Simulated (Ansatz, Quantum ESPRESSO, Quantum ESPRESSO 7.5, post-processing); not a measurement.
## Ballistic transmission: C2 chain between two Ru chains

How well does the junction conduct in the ballistic limit? It is: C2 chain between two Ru chains.

Calculated with Quantum ESPRESSO 7.5; plane-wave DFT, LDA, GBRV ultrasoft pseudopotentials (cross-check by Ansatz 0.2.0 with PAW datasets).

Report form: the programs' logs are mostly left out.

### 1. The starting structure

The cell holds 16 atoms: 14 Ru and 2 C. Its edges and angles: a = 7.500 Å, b = 7.500 Å, c = 33.947 Å, α = 90.0°, β = 90.0°, γ = 90.0°. Regions: left lead, 7 atoms (7 Ru); channel, 2 atoms (2 C); right lead, 7 atoms (7 Ru). Vacuum lies along a and b. The structure is stacked along c, and the current runs across the ab planes.

Coordinates:

```cif
data_structure
_symmetry_space_group_name_H-M 'P 1'
_symmetry_Int_Tables_number 1
_cell_length_a 7.5000
_cell_length_b 7.5000
_cell_length_c 33.9470
_cell_angle_alpha 90.000
_cell_angle_beta 90.000
_cell_angle_gamma 90.000
_cell_volume 1909.52
loop_
_atom_site_label
_atom_site_type_symbol
_atom_site_fract_x
_atom_site_fract_y
_atom_site_fract_z
_atom_site_occupancy
Ru1 Ru 0.50000 0.50000 0.00000 1
Ru2 Ru 0.50000 0.50000 0.06628 1
Ru3 Ru 0.50000 0.50000 0.13256 1
Ru4 Ru 0.50000 0.50000 0.19884 1
Ru5 Ru 0.50000 0.50000 0.26512 1
Ru6 Ru 0.50000 0.50000 0.33140 1
Ru7 Ru 0.50000 0.50000 0.39768 1
C8 C 0.50000 0.50000 0.44874 1
C9 C 0.50000 0.50000 0.48498 1
Ru10 Ru 0.50000 0.50000 0.53604 1
Ru11 Ru 0.50000 0.50000 0.60232 1
Ru12 Ru 0.50000 0.50000 0.66860 1
Ru13 Ru 0.50000 0.50000 0.73488 1
Ru14 Ru 0.50000 0.50000 0.80116 1
Ru15 Ru 0.50000 0.50000 0.86744 1
Ru16 Ru 0.50000 0.50000 0.93372 1
```

### 2. SCF with pw.x

One periodic cell holds a stretch of lead, the junction and more lead; the atoms stay as built.

Input file scf.in:

```
&control
  prefix = 'scf'
  outdir = './out'
  pseudo_dir = './pseudo'
  calculation = 'scf'
  tprnfor = .true.
/
&system
  ibrav = 0
  nat = 16
  ntyp = 2
  ecutwfc = 34
  ecutrho = 170
  occupations = 'smearing'
  smearing = 'mv'
  degauss = 0.01
/
&electrons
  conv_thr = 1e-07
  mixing_beta = 0.25
  electron_maxstep = 120
  mixing_mode = 'local-TF'
/
ATOMIC_SPECIES
  Ru  101.0700  ru_lda_v1.2.uspp.F.UPF
  C   12.0110  c_lda_v1.2.uspp.F.UPF
CELL_PARAMETERS angstrom
  7.50000000000000 0.00000000000000 0.00000000000000
  0.00000000000000 7.50000000000000 0.00000000000000
  0.00000000000000 0.00000000000000 33.94700000000000
ATOMIC_POSITIONS crystal
  Ru  0.500000000000 0.500000000000 0.000000000000
  Ru  0.500000000000 0.500000000000 0.066279789083
  Ru  0.500000000000 0.500000000000 0.132559578166
  Ru  0.500000000000 0.500000000000 0.198839367249
  Ru  0.500000000000 0.500000000000 0.265119156332
  Ru  0.500000000000 0.500000000000 0.331398945415
  Ru  0.500000000000 0.500000000000 0.397678734498
  C   0.500000000000 0.500000000000 0.448743629776
  C   0.500000000000 0.500000000000 0.484976581141
  Ru  0.500000000000 0.500000000000 0.536041476419
  Ru  0.500000000000 0.500000000000 0.602321265502
  Ru  0.500000000000 0.500000000000 0.668601054585
  Ru  0.500000000000 0.500000000000 0.734880843668
  Ru  0.500000000000 0.500000000000 0.801160632751
  Ru  0.500000000000 0.500000000000 0.867440421834
  Ru  0.500000000000 0.500000000000 0.933720210917
K_POINTS automatic
  1 1 3 0 0 0
```

Run with:

```
OMP_NUM_THREADS=1 mpirun -n 4 pw.x -nk 1 -in scf.in > scf.out
```

Elapsed: 5.2 min, on 4 MPI ranks of Arm Neoverse V2, shared host; peak memory 2.4 GiB.

Read from the output:

```
free energy  : -37276.7226 eV
Fermi energy : -2.458 eV
```

The program's own clock; routines nest. Time by routine:

```
     routine  wall time (s)  calls
       PWSCF          313.1      1
   electrons          306.7      1
     c_bands          221.4     37
     cegterg          217.8     74
       h_psi            127    232
        fftw          98.39  53748
    vloc_psi          85.36    232
    sum_band          48.39     37
      calbec          30.72    314
h_psi:calbec           20.2    232
  add_vuspsi          20.19    232
       s_psi          20.16    232
     mix_rho          19.76     37
        newd           16.8     38
```

The run needed 37 iterations to bring the estimated error under 1e-07 Ry; the largest force on any atom, held or free, is 5.09 eV/Å.

### 3. The open system

prefixt takes both regions from one run: the lead from 0 to bdl, the scattering region from bdl to bds (units of alat). ikind = 1 puts the same lead on both sides. The program's T_tot counts both spins in a run without spin; the tables below give T per spin.

Input file cond.in:

```
&inputcond
  outdir = './out'
  prefixt = 'scf'
  tran_file = 'cond.dat'
  bdl = 0.6000000000
  bds = 4.5262666667
  ikind = 1
  ewind = 4.0
  epsproj = 1e-05
  nz1 = 7
  energy0 = 2.0
  denergy = -0.1
/
1
  0.00000000 0.00000000 1.00000000
41
```

Run with:

```
OMP_NUM_THREADS=1 mpirun -n 4 pwcond.x -in cond.in > cond.out
```

Elapsed: 2.6 min, on 4 MPI ranks; peak memory 0.49 GiB; 10 min of CPU time.

Read from the output:

```
lead channels at the Fermi level, one spin : 6
transmission at the Fermi level, one spin  : 2.180
conductance                                : 2.180 G₀
```

Per spin. Open channels against energy, zero at the Fermi level:

energy (eV), open channels and a bar from the least value:
```
    -2.00       3.00 ############
    -1.90       3.00 ############
    -1.80       3.00 ############
    -1.70       1.00 
    -1.60       3.00 ############
    -1.50       3.00 ############
    -1.40       3.00 ############
    -1.20       6.00 ##############################
    -1.10       6.00 ##############################
    -1.00       6.00 ##############################
    -0.90       6.00 ##############################
    -0.80       6.00 ##############################
    -0.70       6.00 ##############################
    -0.60       6.00 ##############################
    -0.50       6.00 ##############################
    -0.40       6.00 ##############################
    -0.30       6.00 ##############################
    -0.20       6.00 ##############################
    -0.10       6.00 ##############################
     0.00       6.00 ##############################
     0.10       6.00 ##############################
     0.20       4.00 ##################
     0.30       4.00 ##################
     0.40       4.00 ##################
     0.50       4.00 ##################
     0.60       4.00 ##################
     0.70       4.00 ##################
     0.80       4.00 ##################
     0.90       4.00 ##################
     1.00       4.00 ##################
     1.10       4.00 ##################
     1.20       4.00 ##################
     1.40       4.00 ##################
     1.50       4.00 ##################
     1.60       4.00 ##################
     1.70       3.00 ############
     1.80       3.00 ############
     1.90       3.00 ############
     2.00       3.00 ############
```

Per spin. Transmission against energy, zero at the Fermi level:

```
energy (eV)  transmission
      -2.00          2.10
      -1.90          2.09
      -1.70         0.112
      -1.60          2.10
      -1.40          2.11
      -1.30          2.13
      -1.20          2.14
      -1.00          2.15
      -0.90          2.16
      -0.80          2.16
      -0.60          2.16
      -0.50          2.16
      -0.30          2.16
      -0.20          2.17
      -0.10          2.18
       0.00          2.18
       0.10          2.18
       0.20          2.17
       0.30          2.16
       0.50          2.10
       0.60          2.16
       0.80          2.15
       0.90          2.15
       1.00          2.14
       1.20          2.11
       1.30          2.10
       1.40          2.07
       1.60          2.01
       1.70          1.96
       1.90          1.85
       2.00          1.76
```

The program's own clock; routines nest. Time by routine:

```
     routine  wall time (s)  calls
      PWCOND          152.6      1
scatter_forw            127     82
      compbs          12.06     41
    compbs_2           9.94     41
       local           8.67      1
        init           0.93      1
       poten            0.1      1
```

The run is unpolarised; a magnetic state was not tried, may lie lower and would change T.

At no point does T exceed the number of channels. That doesn't clear the run: at some energies its lead has fewer channels than the second code's.

### 4. The open system, with epsproj = 0.01

A sensitivity test on the input.

cond.w.in, as its differences from the input of step 3:

```diff
@@ -3,3 +3,3 @@
   prefixt = 'scf'
-  tran_file = 'cond.dat'
+  tran_file = 'cond.w.dat'
   bdl = 0.6000000000
@@ -8,3 +8,3 @@
   ewind = 4.0
-  epsproj = 1e-05
+  epsproj = 0.01
   nz1 = 7
```

Run with:

```
OMP_NUM_THREADS=1 mpirun -n 4 pwcond.x -in cond.w.in > cond.w.out
```

The job ended after 75 s (4 MPI ranks; peak memory 0.47 GiB; 5 min of CPU time).

The changed values were drawn from a wide range, not chosen for quality; the comparison shows what they did here together.

Beside the run it was changed from:

```
                                  quantity  this run  unchanged run  difference
 transmission at the Fermi level, one spin     2.176          2.180     -0.0036
lead channels at the Fermi level, one spin         6              6           0
                             wall time (s)        75            153
```

Over all energies T moves by up to 1.9, at -1.7 eV, where the two runs count unlike lead channels.

The physical values in this table move by up to 0.17 %.

### 5. Cross-check with Ansatz

As a check, the same structure is run in Ansatz.

Level of this step: plane-wave DFT, LDA, Ansatz PAW (Ansatz 0.2.0).

Input file input.yaml:

```yaml
crystal:
  lattice:
    - [7.5, 0.0, 0.0]
    - [0.0, 7.5, 0.0]
    - [0.0, 0.0, 33.947]
  atoms:
    - { symbol: Ru, position: [0.5, 0.5, 0.0] }
    - { symbol: Ru, position: [0.5, 0.5, 0.0662797891] }
    - { symbol: Ru, position: [0.5, 0.5, 0.1325595782] }
    - { symbol: Ru, position: [0.5, 0.5, 0.1988393672] }
    - { symbol: Ru, position: [0.5, 0.5, 0.2651191563] }
    - { symbol: Ru, position: [0.5, 0.5, 0.3313989454] }
    - { symbol: Ru, position: [0.5, 0.5, 0.3976787345] }
    - { symbol: C, position: [0.5, 0.5, 0.4487436298] }
    - { symbol: C, position: [0.5, 0.5, 0.4849765811] }
    - { symbol: Ru, position: [0.5, 0.5, 0.5360414764] }
    - { symbol: Ru, position: [0.5, 0.5, 0.6023212655] }
    - { symbol: Ru, position: [0.5, 0.5, 0.6686010546] }
    - { symbol: Ru, position: [0.5, 0.5, 0.7348808437] }
    - { symbol: Ru, position: [0.5, 0.5, 0.8011606328] }
    - { symbol: Ru, position: [0.5, 0.5, 0.8674404218] }
    - { symbol: Ru, position: [0.5, 0.5, 0.9337202109] }
kpoints:
  mp_grid: { grid: [1, 1, 4] }
hamiltonian:
  xc: lda
scf:
  occupations: { method: fermi_dirac, width: 0.1 }
  convergence: { dr2_threshold: 1.0e-08 }
output:
  transmission:
    leads: [[0, 1]]
    e_range: [-2.0, 2.0]
    de: 0.05
    kmesh: [1, 1]
    reduced_basis: true
  write_potential: true
  write_density: true
  volumetric_format: npy
  elf: true
```

Run with:

```
ansatz run input.yaml --threads 4 --pin off --max-ram 8192MiB --backend cpu --events-out ev --progress --plain --runs-dir out
```

The job ended after 44 s (4 threads; peak memory 3.6 GiB).

Read from the output:

| Quantity | Value |
| --- | --- |
| free energy | -81029.5918 eV |
| energy at zero smearing | -81028.7656 eV |
| smearing term TS | 1.652 eV |
| Fermi energy | -2.497 eV |
| symmetry operations | 16 |
| transmission at the Fermi level, one spin | 2.183 |
| step of the lead's Hamiltonian over a period | 14 meV |

Per spin. Transmission against energy, zero at the Fermi level:

energy (eV), transmission and a bar from the least value:
```
   -2.000       2.10 ########################
   -1.800       2.10 ########################
   -1.600       2.11 #########################
   -1.400       2.13 ##########################
   -1.200       2.15 ############################
   -1.000       2.16 ############################
   -0.800       2.16 ############################
   -0.600       2.16 ############################
   -0.400       2.16 ############################
   -0.200       2.17 #############################
    0.000       2.18 ##############################
    0.100       2.19 ##############################
    0.200       2.18 ##############################
    0.400       2.18 #############################
    0.600       2.17 #############################
    0.800       2.15 ############################
    1.000       2.14 ###########################
    1.200       2.11 #########################
    1.400       2.08 ######################
    1.600       2.02 ##################
    1.800       1.92 ###########
    2.000       1.78
```

Per spin. The open channels by energy, zero at the Fermi level:

energy (eV), open channels and a bar from the least value:
```
   -2.000       3.00 
   -1.800       3.00 
   -1.600       3.00 
   -1.400       3.00 
   -1.200       6.00 ##############################
   -1.000       6.00 ##############################
   -0.800       6.00 ##############################
   -0.600       6.00 ##############################
   -0.400       6.00 ##############################
   -0.200       6.00 ##############################
    0.000       6.00 ##############################
    0.200       6.00 ##############################
    0.400       4.00 ##########
    0.600       4.00 ##########
    0.800       4.00 ##########
    1.000       4.00 ##########
    1.200       4.00 ##########
    1.400       4.00 ##########
    1.600       4.00 ##########
    1.800       3.00 
    2.000       3.00
```

ELF in the ca plane at fractional y = 0.500, with atoms of Ru and C within 0.2 Å of it. It is the smooth field of the valence electrons, not physical close to the nuclei.

Values, 11 rows by 16 columns, each cell a mean:
```
0.03 0.02 0.03 0.02 0.02 0.03 0.03 0.03 0.00 0.00 0.00 0.02 0.04 0.03 0.03 0.02
0.08 0.08 0.09 0.08 0.08 0.10 0.12 0.08 0.02 0.01 0.01 0.06 0.11 0.11 0.08 0.08
0.15 0.20 0.18 0.19 0.18 0.19 0.23 0.14 0.10 0.07 0.10 0.12 0.20 0.21 0.16 0.20
0.22 0.26 0.24 0.26 0.24 0.23 0.27 0.21 0.36 0.40 0.43 0.21 0.26 0.25 0.22 0.28
0.55 0.36 0.50 0.43 0.44 0.50 0.35 0.54 0.59 0.70 0.65 0.48 0.45 0.40 0.52 0.35
0.51 0.44 0.50 0.48 0.50 0.51 0.41 0.50 0.53 0.60 0.47 0.49 0.47 0.47 0.51 0.42
0.46 0.32 0.42 0.37 0.37 0.41 0.31 0.45 0.56 0.67 0.66 0.40 0.38 0.34 0.43 0.32
0.19 0.25 0.22 0.24 0.23 0.21 0.27 0.18 0.27 0.27 0.30 0.17 0.24 0.25 0.20 0.27
0.14 0.16 0.16 0.16 0.15 0.17 0.20 0.12 0.06 0.04 0.05 0.10 0.18 0.19 0.14 0.16
0.06 0.06 0.07 0.06 0.06 0.08 0.09 0.06 0.01 0.00 0.01 0.04 0.08 0.08 0.06 0.06
0.02 0.01 0.02 0.02 0.02 0.02 0.02 0.02 0.00 0.00 0.00 0.01 0.02 0.02 0.02 0.01
```
Columns run along c (16.0 Å, from fractional 0.19 to 0.66 of the cell), rows up along a (7.5 Å). Atoms in or near the plane, at fractional coordinates: Ru at (0.20, 0.50), Ru at (0.27, 0.50), Ru at (0.33, 0.50), Ru at (0.40, 0.50), C at (0.45, 0.50), C at (0.48, 0.50), Ru at (0.54, 0.50), Ru at (0.60, 0.50).

Valence density in the ca plane at fractional y = 0.500, with atoms of Ru and C within 0.2 Å of it. It is the smooth field of the valence electrons, not physical close to the nuclei.

Ten steps, logarithmic in the rise over the least value, from '0' (0.00 × 1e0 e/Å³) to '9' (9.68 × 1e0 e/Å³), each cell a mean:
```
00000000000000000000000000000000000000000000
00000000000000000000000000000000000000000000
00000000000000000000000000000000000000000000
00000000000000000000000000000000000000000000
00000000000000000000000000000000000000000000
11110011110011110011100000000000111001111001
22221122221122221122221111111112222112222112
56543346643346643346653333333334664334664334
79864479874479975468975555555557987447997546
99985689985589986589986666766668998558998658
89975589985589985579986666666668998558998557
67753467754457764357764444444446775335776435
34432234432234432234432222222223443223443223
11111111111111111111111111111111111111111111
00000000000000000000000000000000000000000000
00000000000000000000000000000000000000000000
00000000000000000000000000000000000000000000
00000000000000000000000000000000000000000000
00000000000000000000000000000000000000000000
00000000000000000000000000000000000000000000
```
Columns run along c (16.0 Å, from fractional 0.19 to 0.66 of the cell), rows up along a (7.5 Å). Atoms in or near the plane, at fractional coordinates: Ru at (0.20, 0.50), Ru at (0.27, 0.50), Ru at (0.33, 0.50), Ru at (0.40, 0.50), C at (0.45, 0.50), C at (0.48, 0.50), Ru at (0.54, 0.50), Ru at (0.60, 0.50).

Ansatz finds T = 2.18 against pwcond's 2.18.

### 6. All levels side by side

All levels:

```csv
step,T at the Fermi level (per spin),conductance (G0),r.m.s. T(E) from the first,CPU time of the step (s),peak memory (GiB)
Ansatz,2.183,-,0,163.2,3.618
pwcond,2.18,2.18,0.3118,612.1,0.49
"pwcond, changed setting",2.176,2.176,0.02436,298.5,0.47
```

Per spin. Table of transmission by energy, zero at the Fermi level:

```csv
energy (eV),Ansatz,pwcond,"pwcond, changed setting"
-2.00,2.10,2.10,2.10
-1.80,2.10,2.08,2.09
-1.60,2.11,2.10,2.09
-1.40,2.13,2.11,2.10
-1.20,2.15,2.14,2.14
-1.00,2.16,2.15,2.15
-0.90,2.16,2.16,2.15
-0.70,2.16,2.16,2.16
-0.50,2.16,2.16,2.15
-0.30,2.17,2.16,2.16
-0.10,2.18,2.18,2.17
0.00,2.18,2.18,2.18
0.10,2.19,2.18,2.18
0.30,2.18,2.16,2.17
0.50,2.17,2.10,2.12
0.70,2.16,2.15,2.15
0.90,2.15,2.15,2.15
1.00,2.14,2.14,2.14
1.20,2.11,2.11,2.12
1.40,2.08,2.07,2.08
1.60,2.02,2.01,2.02
1.80,1.92,1.91,1.92
2.00,1.78,1.76,1.79
```

### 7. A check by hand

G = 2.18 × 77.48 µS = 169 µS a cell, a resistance of 5.92 kΩ.

### 8. Results

- conductance from T at the Fermi level, a cell (G₀ = 2e²/h): 2.18 G₀
- lead channels per spin: 6.00
- the same conductance by Ansatz: 2.18 G₀

**Reading.** The junction conducts 2.18 G₀ a cell at the Fermi level (LDA, GBRV ultrasoft). At the Fermi level the junction passes 36 % of what the leads offer. At the Fermi level pwcond and Ansatz differ by 0.16 %, a close match. Over -2 to 2 eV, T lies between 0.11 and 2.2 per spin. pwcond's lead, cut out of the junction cell, has fewer channels than Ansatz's near -1.7 eV, so its T is in doubt there. The geometry is as built, not relaxed, and the leads are short. The chain ran without spin polarisation; chains of d metals can be magnetic.

[Logs are printed without paths, hosts, clocks, repeated set-up lines and the standing remarks that a program may print on its own settings, such as how far it seeks lower states.]

[Hosts, paths, dates, database ids (printed as entryN), source tags and the programs' standing remarks are cut or masked in the printed files.]

[Maps of the electrostatic potential energy from Ansatz leave out the sawtooth potential of an applied field or a dipole correction, so their vacuum need not be flat; planar profiles and work functions include it.]
